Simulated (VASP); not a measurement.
# C (P6_3/mmc) in VASP: further runs

Runs on C. Level: PBE. Tasks: relaxation of cell and atoms.

Program: VASP 6.6.1. These are calculated values, not measurements. Logs are shortened: lines on timing, memory, paths and dates and some standing lists are left out, and cuts for length are marked.

## Step 1: The structure

It takes space group P6_3/mmc (No. 194, hexagonal). Conventional cell: a = 2.467 Å, b = 2.467 Å, c = 7.803 Å, α = 90.00°, β = 90.00°, γ = 120.00°. Around C (site symmetry -6m2) lie 3 C at 1.42 Å. C (site symmetry -6m2) is surrounded by 3 C at 1.42 Å.

## Step 2: Relaxation of cell and atoms, PBE

INCAR

```
SYSTEM = C
PREC = Accurate
ENCUT = 600
EDIFF = 1E-6
ISMEAR = 0
SIGMA = 0.03
LREAL = .False.
LASPH = .True.
NELM = 80
ALGO = Normal
ISIF = 3
LWAVE = .False.
LCHARG = .False.
GGA = PE
IBRION = 2
NSW = 90
EDIFFG = -0.01
```

KPOINTS

```
Automatic mesh
0
Gamma
  15 15 4
  0 0 0
```

POSCAR

```
C
1.0
    2.4672912616      0.0000000000      0.0000000000
   -1.2336456308      2.1367369111      0.0000000000
    0.0000000000      0.0000000000      7.8030730000
C
4
Direct
    0.0000000000      0.0000000000      0.2500000000
    0.0000000000      0.0000000000      0.7500000000
    0.3333333300      0.6666666700      0.2500000000
    0.6666666700      0.3333333300      0.7500000000
```

Potentials or basis: VASP PAW PBE potentials, release 64 (C).

Launch:

```sh
$ cat potpaw_PBE.64/C/POTCAR > POTCAR
$ mpirun -np 1 vasp_std > vasp.out
```

OUTCAR:

```text
SYSTEM = C
   PREC = Accurate
   ENCUT = 600
   EDIFF = 1E-6
   ISMEAR = 0
   LREAL = .False.
   LASPH = .True.
   NELM = 80
   ISIF = 3
   GGA = PE
   IBRION = 2
   NSW = 90
   EDIFFG = -0.01

 ion  position               nearest neighbor table
   1  0.000  0.000  0.250-   3 1.42   3 1.42   3 1.42
   2  0.000  0.000  0.750-   4 1.42   4 1.42   4 1.42
   3  0.333  0.667  0.250-   1 1.42   1 1.42   1 1.42
   4  0.667  0.333  0.750-   2 1.42   2 1.42   2 1.42

  LATTYP: Found a hexagonal cell.
 ALAT       =     2.4672912616
 C/A-ratio  =     3.1626071561

  Lattice vectors:

 A1 = (   2.4672912616,   0.0000000000,   0.0000000000)
 A2 = (  -1.2336456308,   2.1367369111,   0.0000000000)
 A3 = (   0.0000000000,   0.0000000000,   7.8030730000)

Analysis of symmetry for initial positions (statically):
=====================================================================
 Subroutine PRICEL returns:
 Original cell was already a primitive cell.

 Routine SETGRP: Setting up the symmetry group for a
 hexagonal supercell.

 Subroutine GETGRP returns: Found 24 space group operations
 (whereof 12 operations were pure point group operations)
 out of a pool of 24 trial point group operations.

The static configuration has the point symmetry D_3d.
 The point group associated with its full space group is D_6h.

Analysis of symmetry for dynamics (positions and initial velocities):
=====================================================================
 Subroutine PRICEL returns:
 Original cell was already a primitive cell.

 Routine SETGRP: Setting up the symmetry group for a
 hexagonal supercell.

 Subroutine GETGRP returns: Found 24 space group operations
 (whereof 12 operations were pure point group operations)
 out of a pool of 24 trial point group operations.

The dynamic configuration has the point symmetry D_3d.
 The point group associated with its full space group is D_6h.

 Subroutine INISYM returns: Found 24 space group operations
 (whereof 12 operations are pure point group operations),
 and found     1 'primitive' translations

----------------------------------------------------------------------------------------

                                     Primitive cell

  volume of cell :      41.1374

  direct lattice vectors                    reciprocal lattice vectors
     2.467291262  0.000000000  0.000000000     0.405302777  0.234001667  0.000000000
    -1.233645631  2.136736911  0.000000000     0.000000000  0.468003335  0.000000000
     0.000000000  0.000000000  7.803073000     0.000000000  0.000000000  0.128154639

  length of vectors
     2.467291262  2.467291262  7.803073000     0.468003335  0.468003335  0.128154639

  position of ions in fractional coordinates (direct lattice)
     0.000000000  0.000000000  0.250000000
     0.000000000  0.000000000  0.750000000
     0.333333330  0.666666670  0.250000000
     0.666666670  0.333333330  0.750000000

  ion indices of the primitive-cell ions
   primitive index   ion index
                 1           1
                 2           2
                 3           3
                 4           4

----------------------------------------------------------------------------------------

 KPOINTS: Automatic mesh

Automatic generation of k-mesh.
 Grid dimensions read from file:
 generate k-points for:   15   15    4

 Generating k-lattice:

  Cartesian coordinates                     Fractional coordinates (reciprocal lattice)
     0.027020185  0.015600111  0.000000000     0.066666667  0.000000000  0.000000000
     0.000000000  0.031200222  0.000000000     0.000000000  0.066666667  0.000000000
     0.000000000  0.000000000  0.032038660     0.000000000  0.000000000  0.250000000

  Length of vectors
     0.031200222  0.031200222  0.032038660

  Shift w.r.t. Gamma in fractional coordinates (k-lattice)
     0.000000000  0.000000000  0.000000000

 Subroutine IBZKPT returns following result:
 ===========================================

 Found     81 irreducible k-points:

 Following reciprocal coordinates:
            Coordinates               Weight
  0.000000  0.000000  0.000000      1.000000
  0.066667  0.000000  0.000000      6.000000
  0.133333  0.000000  0.000000      6.000000
  0.200000  0.000000  0.000000      6.000000
  0.266667  0.000000  0.000000      6.000000
  0.333333  0.000000  0.000000      6.000000
[... 16 lines left out ...]
  0.333333  0.200000  0.000000     12.000000
  0.400000  0.200000  0.000000      6.000000
 [... further k-points ...]
   k-points           NKPTS =     81   k-points in BZ     NKDIM =     81   number of bands    NBANDS=     12
   number of dos      NEDOS =    301   number of ions     NIONS =      4
   total plane-waves  NPLWV =  25600
   dimension x,y,z NGX =    20 NGY =   20 NGZ =   64
   dimension x,y,z NGXF=    40 NGYF=   40 NGZF=  128
   ions per type =               4
   NGX,Y,Z   is equivalent  to a cutoff of  13.48, 13.48, 13.64 a.u.
   NGXF,Y,Z  is equivalent  to a cutoff of  26.95, 26.95, 27.27 a.u.
 SYSTEM =  C
   PREC   = accura    normal or accurate (medium, high low for compatibility)
   ISTART =      0    job   : 0-new  1-cont  2-samecut
   ICHARG =      2    charge: 1-file 2-atom 10-const
   ISPIN  =      1    spin polarized calculation?
   LNONCOLLINEAR =      F non collinear calculations
   LSORBIT =      F    spin-orbit coupling
   LASPH  =      T    aspherical Exc in radial PAW
   ENCUT  =  600.0 eV  44.10 Ry    6.64 a.u.   4.93  4.93 15.58*2*pi/ulx,y,z
   NELM   =     80;   NELMIN=  2; NELMDL= -5     # of ELM steps
   EDIFF  = 0.1E-05   stopping-criterion for ELM
   LREAL  =      F    real-space projection
   EDIFFG = -.1E-01   stopping-criterion for IOM
   NSW    =     90    number of steps for IOM
   IBRION =      2    ionic relax: 0-MD 1-quasi-New 2-CG
   NFREE  =      1    steps in history (QN), initial steepest desc. (CG)
   ISIF   =      3    stress and relaxation
   ISYM   =      2    0-nonsym 1-usesym 2-fastsym
   POTIM  = 0.5000    time-step for ionic-motion
   TEBEG  =    0.0;   TEEND  =   0.0 temperature during run
   PSTRESS=    0.0 pullay stress
   NELECT =      16.0000    total number of electrons
   NUPDOWN=      -1.0000    fix difference up-down
   EMIN   =  10.00;   EMAX   =-10.00  energy-range for DOS
   EFERMI =   0.00;   METHOD = LEGACY
   ISMEAR =     0;   SIGMA  =   0.03  broadening in eV -4-tet -1-fermi 0-gaus
   EFERMI_NEDOS =   21; number of points for ismear=-14 and -15
   IALGO  =     38    algorithm
   IMIX   =      4    mixing-type and parameters
     AMIX     =   0.40;   BMIX     =  1.00
     AMIX_MAG =   1.60;   BMIX_MAG =  1.00
  volume/ion in A,a.u.               =      10.28        69.40
  Fermi-wavevector in a.u.,A,eV,Ry     =   1.195003  2.258229 19.429568  1.428033
  Thomas-Fermi vector in A             =   2.330979
   LORBIT       =      0    0 simple, 1 ext, 2 COOP (PROOUT), +10 PAW based schemes
   GGA     = PE    functional components
   LHFCALC =     F    Hartree Fock is set to
   AEXX    =    0.0000 exact exchange contribution
   IVDW    =     0    specifies the selected vdW correction
   LEPSILON=     F    determine dielectric tensor
   LRPA    =     F    only Hartree local field effects (RPA)
 conjugate gradient relaxation of ions
 non-spin polarized calculation
 Gauss-broadening in eV      SIGMA  =   0.03
  energy-cutoff  :      600.00
  volume of cell :       41.14
 maximum number of plane-waves:      1407
 NGX is ok and might be reduce to    20
   NGX =  9   NGY =  9   NGZ = 31

--------------------------------------- Ionic step        1  -------------------------------------------

 number of electron      16.0000001 magnetization

 Free energy of the ion-electron system (eV)
  ---------------------------------------------------
  ext. energy  EPLUGINS =         0.00000000
  ---------------------------------------------------
  free energy    TOTEN  =       -36.90630971 eV

  energy without entropy =      -36.90593465  energy(sigma->0) =      -36.90612218

------------------------ aborting loop because EDIFF is reached ----------------------------------------

  FORCE on cell =-STRESS in cart. coord.  units (eV):
  Direction    XX          YY          ZZ          XY          YZ          ZX
  --------------------------------------------------------------------------------------
  -------------------------------------------------------------------------------------
  Total       -0.0534907     -0.0534907      0.0328381     -0.0000000     -0.0000000      0.0000000
  in kB       -2.0832977     -2.0832977      1.2789451     -0.0000000     -0.0000000      0.0000000
  external PRESSURE =      -0.9625501 kB  Pullay stress =       0.0000000 kB
[... 61 lines left out ...]
  energy  without entropy=      -36.9059050614  energy(sigma->0) =      -36.90609260

--------------------------------------- Ionic step        3  -------------------------------------------

 number of electron      16.0000001 magnetization

 Free energy of the ion-electron system (eV)
  ---------------------------------------------------
  ext. energy  EPLUGINS =         0.00000000
  ---------------------------------------------------
  free energy    TOTEN  =       -36.90632537 eV

  energy without entropy =      -36.90595030  energy(sigma->0) =      -36.90613784

 E-fermi :   3.4354     XC(G=0):  -9.2921

 val. band max:        3.4342905680   @ k =   0.3333   0.3333   0.5000
 cond. band min:       3.4356942264   @ k =   0.3333   0.3333   0.2500
 fundamental gap:      0.0014036584
 Fermi energy:         3.4354062722

 k-point     1 :       0.0000    0.0000    0.0000
  band No.  band energies     occupation
      1     -16.1138      2.00000
      2     -16.0300      2.00000
      3      -4.5785      2.00000
      4      -3.7293      2.00000
      5       0.3959      2.00000
      6       0.3959      2.00000
      7       0.3993      2.00000
      8       0.3993      2.00000
      9       6.8228      0.00000
     10      11.0366      0.00000
     11      11.7379      0.00000
     12      11.7484      0.00000
[... 331 lines left out ...]
 k-point    24 :       0.4000    0.2000    0.0000
  band No.  band energies     occupation
      1     -10.2422      2.00000
      2     -10.2155      2.00000
      3      -9.2456      2.00000
      4      -9.2275      2.00000
      5      -5.4114      2.00000
      6      -5.3866      2.00000
      7       1.7928      2.00000
      8       2.0590      2.00000
      9       4.7008      0.00000
     10       4.8106      0.00000
     11      14.0850      0.00000
     12      14.3821      0.00000

 [... further k-points ...]

------------------------ aborting loop because EDIFF is reached ----------------------------------------

  FORCE on cell =-STRESS in cart. coord.  units (eV):
  Direction    XX          YY          ZZ          XY          YZ          ZX
  --------------------------------------------------------------------------------------
  -------------------------------------------------------------------------------------
  Total        0.0116049      0.0116049      0.0330031     -0.0000000      0.0000000      0.0000000
  in kB        0.4521215      0.4521215      1.2857899     -0.0000000      0.0000000      0.0000000
  external PRESSURE =       0.7300110 kB  Pullay stress =       0.0000000 kB
[... 19 lines left out ...]
  FREE ENERGIE OF THE ION-ELECTRON SYSTEM (eV)
  ---------------------------------------------------
  free  energy   TOTEN  =       -36.9063253705 eV

  energy  without entropy=      -36.9059503002  energy(sigma->0) =      -36.90613784

 reached required accuracy - stopping structural energy minimisation
```

Wall time 30 s (1 thread of Intel Xeon 6975P-C (Granite Rapids), shared host); peak memory 0.17 GiB.

What came out:

| Quantity | Value |
| --- | --- |
| Free energy | -36.9063 eV |
| Relaxed volume | 10.28 Å³/atom |
| Relaxed cell | a = 2.467 Å, b = 2.467 Å, c = 7.804 Å, α = 90.00°, β = 90.00°, γ = 120.00° |
| Space group after relaxing (to 0.05 Å) | P6_3/mmc (No. 194) |
| Energy gained by relaxing | 0.0 meV/atom |
| Ionic steps | 3 |
| Pressure after relaxing | 0.1 GPa |
| Band gap on the k mesh | none (metal or under the smearing width) |

Final structure:
```
CELL_PARAMETERS angstrom
2.46671 0.00000 0.00000
-1.23336 2.13624 0.00000
0.00000 0.00000 7.80420
ATOMIC_POSITIONS crystal
C 0.00000 0.00000 0.25000
C 0.00000 0.00000 0.75000
C 0.33333 0.66667 0.25000
C 0.66667 0.33333 0.75000
```

Caveat: this functional lacks dispersion, which binds the layers, so the pressure and a relaxed spacing across them are unreliable.

## Step 3: Relaxation of cell and atoms, PBE

Changes to INCAR since step 2:

```diff
@@ -3,3 +3,3 @@
 ENCUT = 600
-EDIFF = 1E-6
+EDIFF = 1E-7
 ISMEAR = 0
@@ -16,2 +16,2 @@
 NSW = 90
-EDIFFG = -0.01
+EDIFFG = -0.005
```

KPOINTS is that of step 2.

POSCAR

```
C                                       
1.0
    2.4667126882      0.0000000000      0.0000000000
   -1.2333563441      2.1362358519     -0.0000000000
    0.0000000000     -0.0000000000      7.8041963220
  C             
     4
Direct
     1.0000000000000000    1.0000000000000000    0.2500000000000000
     0.0000000000000000    1.0000000000000000    0.7500000000000000
     0.3333333300000021    0.6666666699999979    0.2500000000000000
     0.6666666699999979    0.3333333300000021    0.7500000000000000
```

Potentials or basis: VASP PAW PBE potentials, release 64 (C).

Launch:

```sh
$ cat potpaw_PBE.64/C/POTCAR > POTCAR
$ mpirun -np 1 vasp_std > vasp.out
```

It took 4.2 min on 1 thread of Intel Xeon 6975P-C (Granite Rapids), shared host; peak memory 0.19 GiB.

The run converged. Its results:

```
Free energy                            : -36.9067 eV
Relaxed volume                         : 10.54 Å³/atom
Relaxed cell                           : a = 2.467 Å, b = 2.467 Å, c = 7.998 Å, α = 90.00°, β = 90.00°, γ = 120.00°
Space group after relaxing (to 0.05 Å) : P6_3/mmc (No. 194)
Energy gained by relaxing              : 0.1 meV/atom
Ionic steps                            : 27
Pressure after relaxing                : 0.0 GPa
Band gap on the k mesh                 : none (metal or under the smearing width)
```

The path:
| step | energy change (eV) | largest force (eV/Å) | pressure (GPa) | volume (Å³) |
| --- | --- | --- | --- | --- |
| 1 | 0.0000 | 0.0000 | 0.07 | 41.12 |
| 2 | 0.0000 | 0.0000 | -0.02 | 41.15 |
| 3 | 0.0000 | 0.0000 | -0.08 | 41.17 |
| 4 | 0.0000 | 0.0000 | -0.08 | 41.17 |
| 5 | 0.0000 | 0.0000 | -0.08 | 41.18 |
| 6 | 0.0000 | 0.0000 | -0.07 | 41.21 |
| 7 | -0.0001 | 0.0000 | -0.13 | 41.26 |
| 8 | -0.0001 | 0.0000 | -0.07 | 41.25 |
| 9 | -0.0001 | 0.0000 | -0.07 | 41.26 |
| 10 | -0.0001 | 0.0000 | 0.02 | 41.25 |
| 11 | -0.0001 | 0.0000 | 0.04 | 41.24 |
| 12 | -0.0001 | 0.0000 | 0.04 | 41.25 |
| 13 | -0.0001 | 0.0000 | 0.04 | 41.26 |
| 14 | -0.0001 | 0.0000 | 0.06 | 41.28 |
| 15 | -0.0001 | 0.0000 | 0.09 | 41.33 |
| 16 | -0.0002 | 0.0000 | 0.15 | 41.42 |
| 17 | -0.0003 | 0.0000 | 0.27 | 41.60 |
| 18 | -0.0002 | 0.0000 | 0.51 | 41.96 |
| 19 | -0.0003 | 0.0000 | 0.38 | 41.75 |
| 20 | -0.0003 | 0.0000 | 0.37 | 41.76 |
| 21 | -0.0003 | 0.0000 | 0.36 | 41.77 |
| 22 | -0.0003 | 0.0000 | 0.34 | 41.78 |
| 23 | -0.0003 | 0.0000 | 0.32 | 41.82 |
| 24 | -0.0003 | 0.0000 | 0.24 | 41.89 |
| 25 | -0.0004 | 0.0000 | 0.09 | 42.03 |
| 26 | -0.0004 | 0.0000 | -0.19 | 42.32 |
| 27 | -0.0004 | 0.0000 | -0.03 | 42.16 |

Final structure:
```cif
data_structure
_symmetry_space_group_name_H-M 'P 1'
_symmetry_Int_Tables_number 1
_cell_length_a 2.4670
_cell_length_b 2.4670
_cell_length_c 7.9981
_cell_angle_alpha 90.000
_cell_angle_beta 90.000
_cell_angle_gamma 120.000
_cell_volume 42.16
loop_
_atom_site_label
_atom_site_type_symbol
_atom_site_fract_x
_atom_site_fract_y
_atom_site_fract_z
_atom_site_occupancy
C1 C 0.00000 0.00000 0.25000 1
C2 C 0.00000 0.00000 0.75000 1
C3 C 0.33333 0.66667 0.25000 1
C4 C 0.66667 0.33333 0.75000 1
```

Levels at points of the mesh, in eV from the Fermi level:
```
           k point  band 5  band 6  band 7  band 8  band 9  band 10  band 11  band 12
(0.00, 0.00, 0.00)   -3.04   -3.04   -3.04   -3.04    3.29     7.23     8.30     8.30
(0.00, 0.00, 0.50)   -3.04   -3.04   -3.04   -3.04    4.83     4.83     8.30     8.30
```

Caveat: this functional lacks dispersion, which binds the layers, so the pressure and a relaxed spacing across them are unreliable.
